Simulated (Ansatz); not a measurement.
# GaP: the cost of one run

Computed with Ansatz 0.2.0 (DFT PBE, scalar-relativistic, plane waves, PAW, unless a step's input says otherwise).

## 1. Starting point

It takes space group F-43m (No. 216, cubic). The conventional cell has a = 5.451 Å, b = 5.451 Å, c = 5.451 Å, α = 90.00°, β = 90.00°, γ = 90.00°. Ga (site symmetry -43m) is surrounded by 4 P at 2.36 Å. Around P (site symmetry -43m) lie 4 Ga at 2.36 Å.

As a file:

```cif
data_structure
_symmetry_space_group_name_H-M 'F-43m'
_symmetry_Int_Tables_number 216
_cell_length_a 5.4505
_cell_length_b 5.4505
_cell_length_c 5.4505
_cell_angle_alpha 90.000
_cell_angle_beta 90.000
_cell_angle_gamma 90.000
_cell_volume 161.92
loop_
_atom_site_label
_atom_site_type_symbol
_atom_site_symmetry_multiplicity
_atom_site_Wyckoff_symbol
_atom_site_fract_x
_atom_site_fract_y
_atom_site_fract_z
_atom_site_occupancy
Ga1 Ga 4 a 0.00000 0.00000 0.00000 1
P1 P 4 c 0.25000 0.75000 0.75000 1
```

The runs take a perfect supercell of 54 atoms; the defect goes to fractional position (0.167, 0.417, 0.583).

## 2. The perfect supercell

File input.yaml:

```yaml
crystal:
  lattice:
    - [0.0, 8.17575, 8.17575]
    - [8.17575, 0.0, 8.17575]
    - [8.17575, 8.17575, 0.0]
  atoms:
    - { symbol: Ga, position: [0.0, 0.0, 0.0] }
    - { symbol: Ga, position: [0.0, 0.0, 0.333333] }
    - { symbol: Ga, position: [0.0, 0.0, 0.666667] }
    - { symbol: Ga, position: [0.0, 0.333333, 0.0] }
    - { symbol: Ga, position: [0.0, 0.333333, 0.333333] }
    - { symbol: Ga, position: [0.0, 0.333333, 0.666667] }
    - { symbol: Ga, position: [0.0, 0.666667, 0.0] }
    - { symbol: Ga, position: [0.0, 0.666667, 0.333333] }
    - { symbol: Ga, position: [0.0, 0.666667, 0.666667] }
    - { symbol: Ga, position: [0.333333, 0.0, 0.0] }
    - { symbol: Ga, position: [0.333333, 0.0, 0.333333] }
    - { symbol: Ga, position: [0.333333, 0.0, 0.666667] }
    - { symbol: Ga, position: [0.333333, 0.333333, 0.0] }
    - { symbol: Ga, position: [0.333333, 0.333333, 0.333333] }
    - { symbol: Ga, position: [0.333333, 0.333333, 0.666667] }
    - { symbol: Ga, position: [0.333333, 0.666667, 0.0] }
    - { symbol: Ga, position: [0.333333, 0.666667, 0.333333] }
    - { symbol: Ga, position: [0.333333, 0.666667, 0.666667] }
    - { symbol: Ga, position: [0.666667, 0.0, 0.0] }
    - { symbol: Ga, position: [0.666667, 0.0, 0.333333] }
    - { symbol: Ga, position: [0.666667, 0.0, 0.666667] }
    - { symbol: Ga, position: [0.666667, 0.333333, 0.0] }
    - { symbol: Ga, position: [0.666667, 0.333333, 0.333333] }
    - { symbol: Ga, position: [0.666667, 0.333333, 0.666667] }
    - { symbol: Ga, position: [0.666667, 0.666667, 0.0] }
    - { symbol: Ga, position: [0.666667, 0.666667, 0.333333] }
    - { symbol: Ga, position: [0.666667, 0.666667, 0.666667] }
    - { symbol: P, position: [0.083333, 0.083333, 0.083333] }
    - { symbol: P, position: [0.083333, 0.083333, 0.416667] }
    - { symbol: P, position: [0.083333, 0.083333, 0.75] }
    - { symbol: P, position: [0.083333, 0.416667, 0.083333] }
    - { symbol: P, position: [0.083333, 0.416667, 0.416667] }
    - { symbol: P, position: [0.083333, 0.416667, 0.75] }
    - { symbol: P, position: [0.083333, 0.75, 0.083333] }
    - { symbol: P, position: [0.083333, 0.75, 0.416667] }
    - { symbol: P, position: [0.083333, 0.75, 0.75] }
    - { symbol: P, position: [0.416667, 0.083333, 0.083333] }
    - { symbol: P, position: [0.416667, 0.083333, 0.416667] }
    - { symbol: P, position: [0.416667, 0.083333, 0.75] }
    - { symbol: P, position: [0.416667, 0.416667, 0.083333] }
    - { symbol: P, position: [0.416667, 0.416667, 0.416667] }
    - { symbol: P, position: [0.416667, 0.416667, 0.75] }
    - { symbol: P, position: [0.416667, 0.75, 0.083333] }
    - { symbol: P, position: [0.416667, 0.75, 0.416667] }
    - { symbol: P, position: [0.416667, 0.75, 0.75] }
    - { symbol: P, position: [0.75, 0.083333, 0.083333] }
    - { symbol: P, position: [0.75, 0.083333, 0.416667] }
    - { symbol: P, position: [0.75, 0.083333, 0.75] }
    - { symbol: P, position: [0.75, 0.416667, 0.083333] }
    - { symbol: P, position: [0.75, 0.416667, 0.416667] }
    - { symbol: P, position: [0.75, 0.416667, 0.75] }
    - { symbol: P, position: [0.75, 0.75, 0.083333] }
    - { symbol: P, position: [0.75, 0.75, 0.416667] }
    - { symbol: P, position: [0.75, 0.75, 0.75] }
basis:
  ecutwfc: 420
  fft_grid_basis: typed
kpoints:
  mp_grid: { grid: [1, 1, 1] }
hamiltonian:
  xc: pbe
  pseudopotentials: { kind: paw }
scf:
  occupations: { method: gaussian, width: 0.05 }
output:
  forces: true
  stress: false
  eigenvalues: true
  bader: false
  write_density: true
  volumetric_format: npy
```

Run with:

```console
$ ansatz run input.yaml --threads 8 --pin off --max-ram 16384MiB --backend cpu --events-out ev --progress --plain --runs-dir out
```

What time and memory should one allow on 8 threads of Arm Neoverse V2, shared host?

About 4.6 s, with a peak of 1.3 GiB.
